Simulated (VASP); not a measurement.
# RbCl (Fm-3m) in VASP: settings compared

One crystal, RbCl, is run at these levels: PBE+D3(BJ), PBE; tasks: relaxation of the atoms, relaxation of cell and atoms.

Program: VASP 6.6.1. These are calculated values, not measurements. Logs are shortened: lines on timing, memory, paths and dates and some standing lists are left out, and cuts for length are marked.

### 1 The crystal as given

The structure is cubic, space group Fm-3m (No. 225). The conventional cell has a = 6.593 Å, b = 6.593 Å, c = 6.593 Å, α = 90.00°, β = 90.00°, γ = 90.00°. Rb (site symmetry m-3m) is surrounded by 6 Cl at 3.30 Å. Cl (site symmetry m-3m) has 6 Rb at 3.30 Å as nearest neighbours.

### 2 Relaxation of the atoms, PBE+D3(BJ)

INCAR

```
SYSTEM = RbCl
ALGO = Normal
EDIFF = 1E-7
EDIFFG = -0.01
ENCUT = 600
GGA = PE
IBRION = 2
ISIF = 2
ISMEAR = 0
IVDW = 12
LASPH = .TRUE.
LCHARG = .FALSE.
LREAL = .FALSE.
LWAVE = .FALSE.
NELM = 80
NSW = 40
PREC = Accurate
SIGMA = 0.03
```

KPOINTS

```
k-points
0
G
  8 8 8
  0 0 0
```

POSCAR

```
RbCl                                    
1.0
    0.0000000000      3.2966104630      3.2966104630
    3.2966104630      0.0000000000      3.2966104630
    3.2966104630      3.2966104630      0.0000000000
  Rb              Cl            
     1     1
Direct
     0.0000000000000000    0.0000000000000000    0.0000000000000000
     0.5000000000000000    0.5000000000000000    0.5000000000000000
```

Potentials or basis: VASP PAW PBE potentials, release 64 (Rb_sv, Cl).

Command:

```bash
> cat potpaw_PBE.64/Rb_sv/POTCAR potpaw_PBE.64/Cl/POTCAR > POTCAR
> mpirun -np 1 vasp_std > vasp.out
```

OUTCAR:

```text
SYSTEM = RbCl
   EDIFF = 1E-7
   EDIFFG = -0.01
   ENCUT = 600
   GGA = PE
   IBRION = 2
   ISIF = 2
   ISMEAR = 0
   IVDW = 12
   LASPH = .TRUE.
   LREAL = .FALSE.
   NELM = 80
   NSW = 40
   PREC = Accurate
 IVDW          = 12

 ion  position               nearest neighbor table
   1  0.000  0.000  0.000-   2 3.30   2 3.30   2 3.30   2 3.30   2 3.30   2 3.30
   2  0.500  0.500  0.500-   1 3.30   1 3.30   1 3.30   1 3.30   1 3.30   1 3.30

  LATTYP: Found a face centered cubic cell.
 ALAT       =     6.5932209260

  Lattice vectors:

 A1 = (   0.0000000000,   3.2966104630,   3.2966104630)
 A2 = (   3.2966104630,   0.0000000000,   3.2966104630)
 A3 = (   3.2966104630,   3.2966104630,   0.0000000000)

Analysis of symmetry for initial positions (statically):
=====================================================================
 Subroutine PRICEL returns:
 Original cell was already a primitive cell.

 Routine SETGRP: Setting up the symmetry group for a
 face centered cubic supercell.

 Subroutine GETGRP returns: Found 48 space group operations
 (whereof 48 operations were pure point group operations)
 out of a pool of 48 trial point group operations.

The static configuration has the point symmetry O_h .

Analysis of symmetry for dynamics (positions and initial velocities):
=====================================================================
 Subroutine PRICEL returns:
 Original cell was already a primitive cell.

 Routine SETGRP: Setting up the symmetry group for a
 face centered cubic supercell.

 Subroutine GETGRP returns: Found 48 space group operations
 (whereof 48 operations were pure point group operations)
 out of a pool of 48 trial point group operations.

The dynamic configuration has the point symmetry O_h .

 Subroutine INISYM returns: Found 48 space group operations
 (whereof 48 operations are pure point group operations),
 and found     1 'primitive' translations

----------------------------------------------------------------------------------------

                                     Primitive cell

  volume of cell :      71.6528

  direct lattice vectors                    reciprocal lattice vectors
     0.000000000  3.296610463  3.296610463    -0.151670938  0.151670938  0.151670938
     3.296610463  0.000000000  3.296610463     0.151670938 -0.151670938  0.151670938
     3.296610463  3.296610463  0.000000000     0.151670938  0.151670938 -0.151670938

  length of vectors
     4.662111227  4.662111227  4.662111227     0.262701770  0.262701770  0.262701770

  position of ions in fractional coordinates (direct lattice)
     0.000000000  0.000000000  0.000000000
     0.500000000  0.500000000  0.500000000

  ion indices of the primitive-cell ions
   primitive index   ion index
                 1           1
                 2           2

----------------------------------------------------------------------------------------

 KPOINTS: k-points

Automatic generation of k-mesh.
 Grid dimensions read from file:
 generate k-points for:    8    8    8

 Generating k-lattice:

  Cartesian coordinates                     Fractional coordinates (reciprocal lattice)
    -0.018958867  0.018958867  0.018958867     0.125000000  0.000000000  0.000000000
     0.018958867 -0.018958867  0.018958867     0.000000000  0.125000000  0.000000000
     0.018958867  0.018958867 -0.018958867     0.000000000  0.000000000  0.125000000

  Length of vectors
     0.032837721  0.032837721  0.032837721

  Shift w.r.t. Gamma in fractional coordinates (k-lattice)
     0.000000000  0.000000000  0.000000000

 Subroutine IBZKPT returns following result:
 ===========================================

 Found     29 irreducible k-points:

 Following reciprocal coordinates:
            Coordinates               Weight
  0.000000  0.000000  0.000000      1.000000
  0.125000  0.000000  0.000000      8.000000
  0.250000  0.000000  0.000000      8.000000
  0.375000  0.000000  0.000000      8.000000
  0.500000  0.000000  0.000000      4.000000
  0.125000  0.125000  0.000000      6.000000
[... 16 lines left out ...]
  0.500000  0.250000  0.125000     48.000000
 -0.375000  0.250000  0.125000     24.000000
 [... further k-points ...]
   k-points           NKPTS =     29   k-points in BZ     NKDIM =     29   number of bands    NBANDS=     12
   number of dos      NEDOS =    301   number of ions     NIONS =      2
   total plane-waves  NPLWV =  64000
   dimension x,y,z NGX =    40 NGY =   40 NGZ =   40
   dimension x,y,z NGXF=    80 NGYF=   80 NGZF=   80
   ions per type =               1   1
   NGX,Y,Z   is equivalent  to a cutoff of  14.26, 14.26, 14.26 a.u.
   NGXF,Y,Z  is equivalent  to a cutoff of  28.53, 28.53, 28.53 a.u.
 SYSTEM =  RbCl
   PREC   = accura    normal or accurate (medium, high low for compatibility)
   ISTART =      0    job   : 0-new  1-cont  2-samecut
   ICHARG =      2    charge: 1-file 2-atom 10-const
   ISPIN  =      1    spin polarized calculation?
   LNONCOLLINEAR =      F non collinear calculations
   LSORBIT =      F    spin-orbit coupling
   LASPH  =      T    aspherical Exc in radial PAW
   ENCUT  =  600.0 eV  44.10 Ry    6.64 a.u.   9.31  9.31  9.31*2*pi/ulx,y,z
   NELM   =     80;   NELMIN=  2; NELMDL= -5     # of ELM steps
   EDIFF  = 0.1E-06   stopping-criterion for ELM
   LREAL  =      F    real-space projection
   EDIFFG = -.1E-01   stopping-criterion for IOM
   NSW    =     40    number of steps for IOM
   IBRION =      2    ionic relax: 0-MD 1-quasi-New 2-CG
   NFREE  =      1    steps in history (QN), initial steepest desc. (CG)
   ISIF   =      2    stress and relaxation
   ISYM   =      2    0-nonsym 1-usesym 2-fastsym
   POTIM  = 0.5000    time-step for ionic-motion
   TEBEG  =    0.0;   TEEND  =   0.0 temperature during run
   PSTRESS=    0.0 pullay stress
   NELECT =      16.0000    total number of electrons
   NUPDOWN=      -1.0000    fix difference up-down
   EMIN   =  10.00;   EMAX   =-10.00  energy-range for DOS
   EFERMI =   0.00;   METHOD = LEGACY
   ISMEAR =     0;   SIGMA  =   0.03  broadening in eV -4-tet -1-fermi 0-gaus
   EFERMI_NEDOS =   21; number of points for ismear=-14 and -15
   IALGO  =     38    algorithm
   IMIX   =      4    mixing-type and parameters
     AMIX     =   0.40;   BMIX     =  1.00
     AMIX_MAG =   1.60;   BMIX_MAG =  1.00
  volume/ion in A,a.u.               =      35.83       241.77
  Fermi-wavevector in a.u.,A,eV,Ry     =   0.993201  1.876878 13.421446  0.986448
  Thomas-Fermi vector in A             =   2.125066
   LORBIT       =      0    0 simple, 1 ext, 2 COOP (PROOUT), +10 PAW based schemes
   GGA     = PE    functional components
   LHFCALC =     F    Hartree Fock is set to
   AEXX    =    0.0000 exact exchange contribution
   IVDW    =    12    specifies the selected vdW correction
   LEPSILON=     F    determine dielectric tensor
   LRPA    =     F    only Hartree local field effects (RPA)
 conjugate gradient relaxation of ions
 non-spin polarized calculation
 Gauss-broadening in eV      SIGMA  =   0.03
  energy-cutoff  :      600.00
  volume of cell :       71.65
 maximum number of plane-waves:      2421
 NGX is ok and might be reduce to    40
   NGX = 19   NGY = 19   NGZ = 19

 number of electron      16.0000001 magnetization

 Free energy of the ion-electron system (eV)
  ---------------------------------------------------
  ext. energy  EPLUGINS =         0.00000000
  ---------------------------------------------------
  free energy    TOTEN  =        -6.66740547 eV

  energy without entropy =       -6.66740547  energy(sigma->0) =       -6.66740547

 E-fermi :  -1.7456     XC(G=0):  -7.3298

 val. band max:       -1.8988703278   @ k =   0.0000   0.0000   0.0000
 cond. band min:       3.0821850673   @ k =   0.0000   0.0000   0.0000
 fundamental gap:      4.9810553951
 Fermi energy:        -1.7456211808

 k-point     1 :       0.0000    0.0000    0.0000
  band No.  band energies     occupation
      1     -25.8334      2.00000
      2     -13.8914      2.00000
      3      -9.8823      2.00000
      4      -9.8823      2.00000
      5      -9.8823      2.00000
      6      -1.8989      2.00000
      7      -1.8989      2.00000
      8      -1.8989      2.00000
      9       3.0822      0.00000
     10       6.0920      0.00000
     11       6.0920      0.00000
     12       6.0920      0.00000

 k-point     2 :       0.1250    0.0000    0.0000
  band No.  band energies     occupation
      1     -25.8311      2.00000
      2     -13.9004      2.00000
      3      -9.8841      2.00000
      4      -9.8841      2.00000
      5      -9.8785      2.00000
      6      -2.0519      2.00000
      7      -1.9509      2.00000
      8      -1.9509      2.00000
      9       3.4425      0.00000
     10       5.9749      0.00000
     11       6.2862      0.00000
     12       6.2862      0.00000

 k-point     3 :       0.2500    0.0000    0.0000
  band No.  band energies     occupation
      1     -25.8257      2.00000
      2     -13.9219      2.00000
      3      -9.8885      2.00000
      4      -9.8885      2.00000
      5      -9.8696      2.00000
      6      -2.3734      2.00000
      7      -2.0718      2.00000
      8      -2.0718      2.00000
      9       4.3379      0.00000
     10       5.8659      0.00000
     11       6.8462      0.00000
     12       6.8462      0.00000
[... 286 lines left out ...]
 k-point    23 :       0.5000    0.2500    0.1250
  band No.  band energies     occupation
      1     -25.8174      2.00000
      2     -13.9142      2.00000
      3      -9.9771      2.00000
      4      -9.9377      2.00000
      5      -9.8793      2.00000
      6      -2.5284      2.00000
      7      -2.1995      2.00000
      8      -2.0938      2.00000
      9       5.4969      0.00000
     10       5.6358      0.00000
     11       7.7794      0.00000
     12       8.0571      0.00000

 k-point    24 :      -0.3750    0.2500    0.1250
  band No.  band energies     occupation
      1     -25.8157      2.00000
      2     -13.9146      2.00000
      3      -9.9778      2.00000
      4      -9.9655      2.00000
      5      -9.8749      2.00000
      6      -2.5404      2.00000
      7      -2.1905      2.00000
      8      -2.1847      2.00000
      9       5.8191      0.00000
     10       5.9422      0.00000
     11       7.8085      0.00000
     12       7.9937      0.00000

 [... further k-points ...]

------------------------ aborting loop because EDIFF is reached ----------------------------------------

 Edisp (eV)   -0.36158

 E8    (eV) :    -0.1734

  FORCE on cell =-STRESS in cart. coord.  units (eV):
  Direction    XX          YY          ZZ          XY          YZ          ZX
  --------------------------------------------------------------------------------------
  -------------------------------------------------------------------------------------
  Total      -0.00240    -0.00240    -0.00240     0.00000     0.00000    -0.00000
  in kB      -0.05373    -0.05373    -0.05373     0.00000     0.00000    -0.00000
  external pressure =       -0.05 kB  Pullay stress =        0.00 kB

 VOLUME and BASIS-vectors are now :
 -----------------------------------------------------------------------------
  energy-cutoff  :      600.00
  volume of cell :       71.65
      direct lattice vectors                 reciprocal lattice vectors
     0.000000000  3.296610463  3.296610463    -0.151670938  0.151670938  0.151670938
     3.296610463  0.000000000  3.296610463     0.151670938 -0.151670938  0.151670938
     3.296610463  3.296610463  0.000000000     0.151670938  0.151670938 -0.151670938

 POSITION                                       TOTAL-FORCE (eV/Angst)
 -----------------------------------------------------------------------------------
      0.00000      0.00000      0.00000        -0.000000     -0.000000      0.000000
      3.29661      3.29661      3.29661         0.000000      0.000000     -0.000000
 -----------------------------------------------------------------------------------
    total drift:                                0.000000     -0.000000      0.000000

  FREE ENERGIE OF THE ION-ELECTRON SYSTEM (eV)
  ---------------------------------------------------
  free  energy   TOTEN  =        -7.0289886682 eV

  energy  without entropy=       -7.0289886682  energy(sigma->0) =       -7.02898867

 reached required accuracy - stopping structural energy minimisation
```

It took 16 s on 1 thread of Intel Xeon 6975P-C (Granite Rapids), shared host; peak memory 0.25 GiB.

What came out:

- Free energy: -7.0290 eV
- Pressure after relaxing: 0.0 GPa
- Band gap on the k mesh: 4.98 eV, direct
- Dispersion energy per atom: -0.181 eV

Final structure:
```
Rb Cl
1.0
     0.00000    3.29661    3.29661
     3.29661    0.00000    3.29661
     3.29661    3.29661    0.00000
Rb Cl
1 1
Direct
  0.00000 0.00000 0.00000
  0.50000 0.50000 0.50000
```

Caveat: the relaxation stopped at its first step, so nothing moved.

### 3 Relaxation of the atoms, PBE+D3(BJ) (a relaxed cell with its volume scaled by 1.02)

INCAR is that of step 2.

KPOINTS is that of step 2.

POSCAR

```
RbCl                                    
1.0
    0.0000000000      3.3184429566      3.3184429566
    3.3184429566      0.0000000000      3.3184429566
    3.3184429566      3.3184429566      0.0000000000
  Rb              Cl            
     1     1
Direct
     0.0000000000000000    0.0000000000000000    0.0000000000000000
     0.5000000000000000    0.5000000000000000    0.5000000000000000
```

Potentials or basis: VASP PAW PBE potentials, release 64 (Rb_sv, Cl).

Command:

```bash
> cat potpaw_PBE.64/Rb_sv/POTCAR potpaw_PBE.64/Cl/POTCAR > POTCAR
> mpirun -np 1 vasp_std > vasp.out
```

Run time: 14 s. Hardware: 1 thread of Intel Xeon 6975P-C (Granite Rapids), shared host; peak memory 0.25 GiB.

It converged, with:

- Free energy: -7.0276 eV
- Pressure after relaxing: -0.3 GPa
- Band gap on the k mesh: 4.92 eV, direct
- Dispersion energy per atom: -0.177 eV

Final structure:
```
Rb Cl
1.0
     0.00000    3.31844    3.31844
     3.31844    0.00000    3.31844
     3.31844    3.31844    0.00000
Rb Cl
1 1
Cartesian
  0.0000 0.0000 0.0000
  3.3184 3.3184 3.3184
```

Levels at points of the mesh, in eV from the valence-band top:
```
           k point  band 5  band 6  band 7  band 8  band 9  band 10  band 11  band 12
(0.00, 0.00, 0.00)   -8.03    0.00    0.00    0.00    4.92     7.98     7.98     7.98
(0.50, 0.00, 0.00)   -8.01   -0.82   -0.32   -0.32    7.66     7.88    10.06    10.06
(0.50, 0.50, 0.00)   -8.12   -0.32   -0.10   -0.10    6.22     7.95     9.57    10.01
```

Caveat: the relaxation stopped at its first step, so nothing moved.

### 4 Relaxation of the atoms, PBE+D3(BJ) (a relaxed cell with its volume scaled by 1.04)

INCAR is that of step 3.

KPOINTS is that of step 3.

POSCAR

```
RbCl                                    
1.0
    0.0000000000      3.3399918913      3.3399918913
    3.3399918913      0.0000000000      3.3399918913
    3.3399918913      3.3399918913      0.0000000000
  Rb              Cl            
     1     1
Direct
     0.0000000000000000    0.0000000000000000    0.0000000000000000
     0.5000000000000000    0.5000000000000000    0.5000000000000000
```

Command:

```bash
> cat potpaw_PBE.64/Rb_sv/POTCAR potpaw_PBE.64/Cl/POTCAR > POTCAR
> mpirun -np 1 vasp_std > vasp.out
```

Wall time 14 s (1 thread of Intel Xeon 6975P-C (Granite Rapids), shared host); peak memory 0.25 GiB.

The run converged. Its results:

* Free energy: -7.0236 eV
* Pressure after relaxing: -0.6 GPa
* Band gap on the k mesh: 4.86 eV, direct
* Dispersion energy per atom: -0.174 eV

Final structure:
```xyz
2
Lattice="0.0000 3.3400 3.3400 3.3400 0.0000 3.3400 3.3400 3.3400 0.0000" Properties=species:S:1:pos:R:3 pbc="T T T"
Rb    0.0000    0.0000    0.0000
Cl    3.3400    3.3400    3.3400
```

Levels at points of the mesh, in eV from the valence-band top:
```csv
k point,band 5,band 6,band 7,band 8,band 9,band 10,band 11,band 12
"(0.00, 0.00, 0.00)",-8.08,0.00,0.00,0.00,4.86,7.96,7.96,7.96
"(0.50, 0.00, 0.00)",-8.06,-0.80,-0.30,-0.30,7.60,7.81,9.99,9.99
"(0.50, 0.50, 0.00)",-8.16,-0.32,-0.10,-0.10,6.23,7.86,9.46,9.97
```

Caveat: the relaxation stopped at its first step, so nothing moved. A k mesh can miss the band edges.

(Continued in part 2 of 2.)
